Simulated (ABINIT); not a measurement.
# HfC: equation of state with WC

The system is HfC.

```
Hf C
1.0
     0.00000    2.32500    2.32500
     2.32500    0.00000    2.32500
     2.32500    2.32500    0.00000
Hf C
1 1
Direct
  0.50000 0.50000 0.50000
  0.00000 0.00000 0.00000
```

```
Program                                         : ABINIT 10.8.3 (patched build)
Task                                            : equation of state
Functional                                      : WC
Potentials or basis                             : JTH PAW PBE v2.0
Cutoff                                          : 544 eV
k mesh                                          : 10 × 10 × 10
Occupations                                     : fermi-dirac, width 0.05 eV
Spin                                            : no spin polarisation
Fine-grid cutoff                                : 1088.46 eV
Exchange and correlation inside the PAW spheres : full angular mesh (pawxcdev 0, this build's default; the released program takes 1)
```

| Quantity | Value |
| --- | --- |
| Equilibrium volume | 12.28 Å³/atom |
| Bulk modulus | 252 GPa |
| Pressure derivative of the bulk modulus | 3.9 |

Energy against volume, from the lowest point:
| volume (Å³/atom) | energy (meV/atom) |
| --- | --- |
| 11.814 | 14.90 |
| 12.065 | 3.04 |
| 12.317 | 0.00 |
| 12.568 | 4.99 |
| 12.819 | 17.19 |
| 13.071 | 35.98 |
| 13.322 | 60.67 |

Wall time 82 s on 1 thread of Arm Neoverse V1, on a shared host, peak memory 0.15 GiB.

Caveat: pressures at fixed basis lie under the slope of the energies; the PAW data sets were made with another functional, which shifts forces and pressure a little. The run has no spin-orbit coupling, so splittings on Hf are missing.
